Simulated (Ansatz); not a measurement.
Geometry optimisation in Ansatz: input, command and trajectory.

```yaml
crystal:
  lattice:
    - [8.49990272, 0.0, 0.0]
    - [0.0, 4.64850416, 0.0]
    - [0.0, 0.0, 7.06836857]
  atoms:
    - { symbol: Te, position: [0.18988861, 0.75, 0.12008937] }
    - { symbol: Te, position: [0.68988861, 0.75, 0.37991063] }
    - { symbol: Te, position: [0.31011139, 0.25, 0.62008937] }
    - { symbol: Te, position: [0.81011139, 0.25, 0.87991063] }
    - { symbol: Pb, position: [0.04083178, 0.75, 0.72893453] }
    - { symbol: Pb, position: [0.54083178, 0.75, 0.77106547] }
    - { symbol: Pb, position: [0.45916822, 0.25, 0.22893453] }
    - { symbol: Pb, position: [0.95916822, 0.25, 0.27106547] }
basis:
  ecutwfc: 420
kpoints:
  mp_grid: { grid: [4, 8, 6] }
hamiltonian:
  xc: pbe
scf:
  occupations: { method: gaussian, width: 0.01 }
output:
  forces: true
  stress: true
  eigenvalues: true
relax:
  adjacent_minimum: "off"
  f_tol: 0.01
  max_steps: 40
```

```bash
ansatz run input.yaml --threads 2 --pin off --max-ram 5120MiB --backend cpu --events-out ev --progress --plain --runs-dir out
```

The calculation used DFT PBE, scalar-relativistic, plane waves, PAW in Ansatz 0.2.0.

Of 3 frames 3 are shown, positions in Å and forces in eV/Å; the SCF threshold varies from step to step.

```xyz
8
Lattice="8.4999 0.0000 0.0000 0.0000 4.6485 0.0000 0.0000 0.0000 7.0684" Properties=species:S:1:pos:R:3:forces:R:3 pbc="T T T" step=1 free_energy_over_end_meV_per_atom=0.84
Te    1.6140    3.4864    0.8488    0.0714    0.0000    0.0450
Te    5.8640    3.4864    2.6853    0.0714    0.0000   -0.0450
Te    2.6359    1.1621    4.3830   -0.0714    0.0000    0.0450
Te    6.8859    1.1621    6.2195   -0.0714    0.0000   -0.0450
Pb    0.3471    3.4864    5.1524   -0.0133    0.0000   -0.0902
Pb    4.5970    3.4864    5.4502   -0.0133    0.0000    0.0902
Pb    3.9029    1.1621    1.6182    0.0133    0.0000   -0.0902
Pb    8.1528    1.1621    1.9160    0.0133    0.0000    0.0902
8
Lattice="8.4999 0.0000 0.0000 0.0000 4.6485 0.0000 0.0000 0.0000 7.0684" Properties=species:S:1:pos:R:3:forces:R:3 pbc="T T T" step=2 free_energy_over_end_meV_per_atom=0.10
Te    1.6377    3.4864    0.8452   -0.0032    0.0000   -0.0329
Te    5.8877    3.4864    2.6890   -0.0032    0.0000    0.0329
Te    2.6122    1.1621    4.3794    0.0032    0.0000   -0.0329
Te    6.8622    1.1621    6.2232    0.0032    0.0000    0.0329
Pb    0.3274    3.4864    5.1310    0.0090    0.0000    0.0263
Pb    4.5774    3.4864    5.4716    0.0090    0.0000   -0.0263
Pb    3.9225    1.1621    1.5968   -0.0090    0.0000    0.0263
Pb    8.1725    1.1621    1.9374   -0.0090    0.0000   -0.0263
8
Lattice="8.4999 0.0000 0.0000 0.0000 4.6485 0.0000 0.0000 0.0000 7.0684" Properties=species:S:1:pos:R:3:forces:R:3 pbc="T T T" step=3 free_energy_over_end_meV_per_atom=0.00
Te    1.6461    3.4864    0.8386   -0.0044    0.0000   -0.0065
Te    5.8961    3.4864    2.6956   -0.0044    0.0000    0.0065
Te    2.6038    1.1621    4.3727    0.0044    0.0000   -0.0065
Te    6.8538    1.1621    6.2298    0.0044    0.0000    0.0065
Pb    0.3228    3.4864    5.1394   -0.0040    0.0000   -0.0011
Pb    4.5728    3.4864    5.4632   -0.0040    0.0000    0.0011
Pb    3.9271    1.1621    1.6052    0.0040    0.0000   -0.0011
Pb    8.1771    1.1621    1.9290    0.0040    0.0000    0.0011
```

The run took 100 s on 2 threads of Arm Neoverse V1 (shared host), peak memory 1.1 GiB.

Spin–orbit coupling is left out, which can shift energies with elements as heavy as these.